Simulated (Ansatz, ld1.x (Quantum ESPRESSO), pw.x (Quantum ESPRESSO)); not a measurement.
## Equation-of-state test of one TM potential (Rb)

ld1.x (Quantum ESPRESSO) 7.5 input, shortened:

```
&input
   title='Rb', zed=37., rel=1, dft='PBE', iswitch=3,
   config='[Kr] 4d-2 4f-2 5s1 5p0'
 /
 &inputp
   pseudotype=2, tm=.true., lloc=0,
   nlcc=.true., new_core_ps=.true., rcore=3.25
 /
4
5P  2  1   0.00   0.00  4.20  4.20  0.0
4D  3  2  -2.00   0.30  4.25  4.25  0.0
4F  4  3  -2.00  -0.10  3.45  3.45  0.0
5S  1  0   1.00   0.00  3.70  3.70  0.0
 &test
   configts(1)='5s1 5p0'
 /
```

Crystal test: sc Rb in pw.x 7.5, no spin, 8³ k-points, Fermi–Dirac smearing 0.01 Ry, cutoffs 50/200 Ry. The lattice is a test structure that the element need not adopt, and mesh and smearing are coarse.

pw.x input:

```
&control
  calculation='scf', prefix='x', pseudo_dir='./', outdir='./tmp', tstress=.true., disk_io='none'
/
&system
  ibrav=0, nat=1, ntyp=1, ecutwfc=50, ecutrho=200, nbnd=7,
  occupations='smearing', smearing='fd', degauss=0.01
/
&electrons
  conv_thr=1e-09, mixing_beta=0.4, electron_maxstep=70
/
ATOMIC_SPECIES
Rb 1.0 Rb.UPF
CELL_PARAMETERS angstrom
  4.63383992 0.00000000 0.00000000
  0.00000000 4.63383992 0.00000000
  0.00000000 0.00000000 4.63383992
ATOMIC_POSITIONS crystal
Rb 0.0000 0.0000 0.0000
K_POINTS automatic
8 8 8 0 0 0
```

```bash
pw.x < Rb.scf.in > Rb.scf.out
```

Task: How does the run end?

Result: It converges; the pressure is -0.03 GPa against -0.00 GPa from all-electron LAPW.  The log shows:

```
     number of Kohn-Sham states=            7
     kinetic-energy cutoff     =      50.0000  Ry
     charge density cutoff     =     200.0000  Ry
     scf convergence threshold =      1.0E-09
     Exchange-correlation= PBE
     number of k points=    35  Fermi-Dirac smearing, width (Ry)=  0.0100
     iteration #  1     ecut=    50.00 Ry     beta= 0.40
     c_bands:  1 eigenvalues not converged
     c_bands:  1 eigenvalues not converged
     total energy              =      -3.14182656 Ry
     estimated scf accuracy    <       0.00075432 Ry
     iteration #  2     ecut=    50.00 Ry     beta= 0.40
     total energy              =      -3.14184500 Ry
     estimated scf accuracy    <       0.00028284 Ry
     iteration #  3     ecut=    50.00 Ry     beta= 0.40
     total energy              =      -3.14184864 Ry
     estimated scf accuracy    <       0.00000017 Ry
     iteration #  4     ecut=    50.00 Ry     beta= 0.40
     c_bands:  1 eigenvalues not converged
     c_bands:  1 eigenvalues not converged
     total energy              =      -3.14184919 Ry
     estimated scf accuracy    <       0.00000006 Ry
     iteration #  5     ecut=    50.00 Ry     beta= 0.40
     total energy              =      -3.14184920 Ry
     estimated scf accuracy    <          2.6E-09 Ry
     iteration #  6     ecut=    50.00 Ry     beta= 0.40
     the Fermi energy is    -0.5446 ev
!    total energy              =      -3.14184920 Ry
     estimated scf accuracy    <          3.2E-10 Ry
     smearing contrib. (-TS)   =      -0.00389022 Ry
     The total energy is F=E-TS. E is the sum of the following terms:
     one-electron contribution =       0.24734250 Ry
     hartree contribution      =       0.00088377 Ry
     xc contribution           =      -3.06217034 Ry
     ewald contribution        =      -0.32401490 Ry
     convergence has been achieved in   6 iterations
          total   stress  (Ry/bohr**3)                   (kbar)     P=       -0.25
     Message from routine punch:
     Nothing written, as per user request (disk_io='none')
```
